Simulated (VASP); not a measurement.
Here is a VASP 6.6.1 calculation.

INCAR

```
SYSTEM = Fe
ADDGRID = .False.
ALGO = Normal
EDIFF = 1E-8
ENCUT = 900
GGA = PS
ISIF = 2
ISMEAR = -1
ISPIN = 2
LASPH = .True.
LCHARG = .False.
LMAXMIX = 4
LORBIT = 11
LREAL = .False.
LWAVE = .False.
MAGMOM = 3
NELM = 100
PREC = Accurate
SIGMA = 0.1
```

Contents of KPOINTS:

```
k-points
0
Gamma
  17 17 17
  0 0 0
```

POSCAR

```
Fe
1.0
    0.0000000000      1.9417396906      1.9651051623
    1.4984397099      0.0000000000      1.9651051623
    1.4984397099      1.9417396906      0.0000000000
Fe
1
Direct
    0.0000000000      0.0000000000      0.0000000000
```

Potentials or basis: VASP PAW PBE potentials, release 64 (Fe).

Launch:

```sh
$ cat potpaw_PBE.64/Fe/POTCAR > POTCAR
$ mpirun -np 1 vasp_std > vasp.out
```

Task: Estimate the pressure.

Result: -9.6 GPa.

Task: Estimate the site moments.

Result: Fe +2.21 μB.

Task: Estimate the band gap on the k mesh.

Result: None (metal or under the smearing width).

Task: What does it give for the net moment?

Result: 2.22 μB per cell.

Stress tensor (GPa, compression positive):
```
-14.96   0.00   0.00
  0.00  -6.00   0.00
  0.00   0.00  -7.96
```

Caveat: the PAW data sets were made with another functional, which shifts forces and pressure a little.
